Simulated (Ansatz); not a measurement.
Relaxation of a periodic cell of 17 atoms, Si₁₆N (host Si, host structure diamond, interstitial N), to a largest force component of 0.08 eV/Å in at most 25 steps.

Theory: DFT PBEsol, scalar-relativistic, plane waves, PAW in Ansatz 0.2.0. Settings: accuracy low, PAW set soft_1, cutoff 420 eV, k mesh 2x2x2, fermi-dirac smearing 0.02 eV, spin collinear.

```xyz
17
Lattice="0.0000 5.4300 5.4300 5.4300 0.0000 5.4300 5.4300 5.4300 0.0000" Properties=species:S:1:pos:R:3:forces:R:3
Si 0.000 0.000 0.000 0.09 0.08 -0.08
Si 1.357 1.357 1.357 0.06 0.06 0.05
Si 2.715 2.715 0.000 -0.39 -0.34 -0.43
Si 4.072 4.072 1.357 0.15 0.07 -0.12
Si 2.715 0.000 2.715 -0.06 0.05 0.06
Si 4.072 1.357 4.072 -0.05 0.06 -0.06
Si 5.430 2.715 2.715 0.40 -0.30 0.33
Si 6.787 4.072 4.072 0.29 -0.39 -0.31
Si 0.000 2.715 2.715 0.07 -0.07 0.07
Si 1.357 4.072 4.072 0.07 -0.07 -0.07
Si 2.715 5.430 2.715 -0.47 0.49 0.44
Si 4.072 6.787 4.072 -0.48 0.46 -0.43
Si 2.715 2.715 5.430 -0.07 -0.06 -0.06
Si 4.072 4.072 6.787 -0.08 -0.09 0.08
Si 5.430 5.430 5.430 -0.07 -0.16 0.10
Si 6.787 6.787 6.787 0.36 0.42 0.45
N 7.499 7.429 8.818 0.18 -0.21 -0.03
```

Question: Where does it end, and by what steps?

Answer: The run converged. The force dipped under the threshold on the way, but the program's further checks kept it going. Limits of this set-up: coarse k mesh, PAW files made for another functional, a small cell, in which the defect meets its images, a typed lattice constant that wasn't relaxed here, low accuracy level. After 14 steps the energy has fallen by 1.474 eV; N17 moved furthest, 1.10 Å. Parted: Si11–Si16 (2.35 → 3.02 Å).

| step | energy less start (eV) | largest force component (eV/Å) | accepted |
| --- | --- | --- | --- |
| 0 | 0.0000 | 0.485 | yes |
| 1 | -0.0883 | 0.284 | yes |
| 2 | -0.1376 | 0.473 | yes |
| 3 | -0.2945 | 0.829 | yes |
| 4 | -0.5921 | 1.521 | yes |
| 5 | -0.9207 | 0.552 | yes |
| 6 | -1.1623 | 0.373 | yes |
| 7 | -1.2863 | 0.550 | yes |
| 8 | -1.3637 | 0.304 | yes |
| 9 | -1.4277 | 0.309 | yes |
| 10 | -1.4545 | 0.232 | yes |
| 11 | -1.4656 | 0.164 | yes |
| 12 | -1.4686 | 0.136 | yes |
| 13 | -1.4736 | 0.053 | yes |
| 14 | -1.4736 | 0.052 | yes |

```xyz
17
Lattice="0.0000 5.4300 5.4300 5.4300 0.0000 5.4300 5.4300 5.4300 0.0000" Properties=species:S:1:pos:R:3
Si 0.143 0.072 -0.156
Si 1.345 1.422 1.338
Si 2.581 2.908 0.015
Si 4.164 4.151 1.139
Si 2.676 0.098 2.745
Si 4.093 1.429 4.056
Si 5.335 2.948 2.755
Si 6.649 4.318 4.138
Si -0.107 2.719 2.651
Si 1.329 3.795 4.144
Si 3.020 4.851 2.977
Si 3.797 6.985 3.992
Si 2.772 2.670 5.558
Si 4.046 4.207 6.787
Si 5.337 5.704 5.522
Si 6.821 7.000 7.043
N 7.795 6.453 8.416
```

Whether the end is a true minimum wasn't checked by a vibrational analysis.

The run took 4.8 min on 1 thread of Intel(R) Xeon(R) Platinum 8259CL CPU @ 2.50GHz (Skylake/Cascade Lake), with other jobs on the host, peak memory 0.71 GiB.
